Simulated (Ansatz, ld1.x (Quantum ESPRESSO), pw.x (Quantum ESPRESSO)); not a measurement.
# Cr (fcc): variants of one TM potential in the solid

ld1.x (Quantum ESPRESSO) 7.5 input, shortened:

```
&input
   title='Cr', zed=24., rel=1, dft='PBE', iswitch=3,
   config='[Ar] 3d5 4s1 4p0'
 /
 &inputp
   pseudotype=2, tm=.true., lloc=-1, rcloc=2.90,
   nlcc=.true., new_core_ps=.true., rcore=1.30
 /
3
4S  1  0   1.00   0.00  3.05  3.05  0.0
4P  2  1   0.00   0.00  3.15  3.15  0.0
3D  3  2   5.00   0.00  1.85  1.85  0.0
 &test
   configts(1)='3d5 4s1 4p0'
 /
```

Crystal test: fcc Cr in pw.x 7.5, no spin, 15³ k-points, Fermi–Dirac smearing 0.01 Ry, cutoffs set for each file from its atomic test. The reference is all-electron LAPW (Ansatz 0.2.0) with the same functional, mesh and smearing; V0 and B0 come from Birch–Murnaghan fits to the pressures at five volumes. Errors are pseudo minus all-electron; Δ is the rms difference of the E(V) curves that follow from these fits, minima aligned, over ±6 % about the mean V0. Mesh and smearing are coarse, so the numbers serve the comparison and aren't converged zero-temperature values; the lattice is a test structure that the element need not adopt. Spin polarisation and strong correlation are left out, which matters for this element.

All-electron: a0 = 3.626 Å (V0 = 11.92 Å³/atom), B0 = 234.3 GPa.

Base: The largest radius (3.15 bohr) exceeds half the bond length (2.42 bohr), so the spheres overlap, which is one possible source of error among others. This is a poor potential for the solid. Atomic configuration tests: 1 of 7 tests not solved or not reliable.

1 further variants are left out: they gave no file fit for a test, a broken result, the same result as the base, or pressures whose basis-set error rivals the error shown.

A dash in a converged row means that the minimum lies outside the volumes sampled.

| change | cutoffs (Ry) | pw.x | a0 (Å) | a0 error (%) | B0 error (%) | Δ (meV/atom) | mean pressure error (GPa) |
| --- | --- | --- | --- | --- | --- | --- | --- |
| base | 110/440 | converged | 3.664 | +1.04 | -2.7 | 19.0 | +7.55 |
| local potential all-electron potential smoothed inside 1.28 bohr (lloc = -1) | 110/440 | converged; bound ghost | – | – | – | – | +75.94 |
| local potential all-electron potential smoothed inside 2.02 bohr (lloc = -1) | 110/440 | converged | 3.616 | -0.29 | -3.1 | 5.4 | -1.97 |
| local potential all-electron potential smoothed inside 3.52 bohr (lloc = -1) | 110/440 | converged | – | – | – | – | +18.33 |

**Question.** Give the row for: local potential all-electron potential smoothed inside 3.06 bohr (lloc = -1).

**Answer.** pw.x: converged; mean pressure error (GPa): +10.10; a0 (Å): 3.676; a0 error (%): +1.36; B0 error (%): -2.9; Δ (meV/atom): 25.0.
